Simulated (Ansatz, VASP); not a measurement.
# One calculation of Hg, two programs

The input INCAR:

```
PREC = Accurate ; ENCUT = 520
EDIFF = 1E-7 ; ISMEAR = -1
SIGMA = 0.05 ; LREAL = F
LASPH = T ; NELM = 100
ALGO = Normal ; ISIF = 2
LWAVE = F ; LCHARG = F
GGA = PE ; NBANDS = 25
```

Contents of KPOINTS:

```
Automatic mesh
0
Gamma
  9 9 4
```

Contents of POSCAR:

```
Hg
1.0
    3.2756799644      0.0000000000      0.0000000000
   -1.4522474082      3.0345604129      0.0000000000
   -0.9453774128     -1.3784146358      8.0108576886
Hg
3
Direct
    0.0000000000      0.0000000000      0.0000000000
    0.4139298800      0.2585777100      0.6647421900
    0.5860701200      0.7414222900      0.3352578100
```

The input input.yaml:

```yaml
crystal:
  lattice:
    - [3.2756799644, 0.0, 0.0]
    - [-1.4522474082, 3.0345604129, 0.0]
    - [-0.9453774128, -1.3784146358, 8.0108576886]
  atoms:
    - { symbol: Hg, position: [0.0, 0.0, 0.0] }
    - { symbol: Hg, position: [0.41392988, 0.25857771, 0.66474219] }
    - { symbol: Hg, position: [0.58607012, 0.74142229, 0.33525781] }
hamiltonian:
  xc: pbe
  pseudopotentials: { kind: paw }
kpoints:
  mp_grid: { grid: [9, 9, 4] }
scf:
  occupations: { method: fermi_dirac, width: 0.05 }
output:
  forces: true
  stress: true
  eigenvalues: true
```

Change from the starting cell: volume scaled by 0.96.

Alike in both runs: task single point; functional PBE; k mesh 9 × 9 × 4; occupations fermi-dirac, width 0.05 eV; no spin polarisation.

|  | VASP | Ansatz |
| --- | --- | --- |
| version | VASP 6.6.1 | Ansatz 0.2.0 |
| potentials or method | VASP PAW PBE potentials, release 64 (Hg) | Ansatz PAW |
| plane-wave cutoff (eV) | 520 | 420 |
| valence electrons in the cell | 36 | 60 |

Ansatz gave:

```
gap on the k mesh at the Fermi level (eV)       : none
pressure (GPa)                                  : 1.3
largest component of the traceless stress (GPa) : 0.20
rms of the force components (eV/Å)              : 0.017
```

**Question.** Which values does VASP return?

**Answer.** gap on the k mesh at the Fermi level (eV): none; pressure (GPa): 1.4; largest component of the traceless stress (GPa): 0.20; rms of the force components (eV/Å): 0.017.

Atom by atom the forces differ by 0.000 eV/Å (rms over components). A gap of «none» marks a metal or a gap that the smearing closes. The functional is the same, so the differences come from potentials, cutoffs and numerics. The two sets of potentials don't hold the same shells in valence.

Spin-orbit coupling is left out, which matters for the levels of Hg.
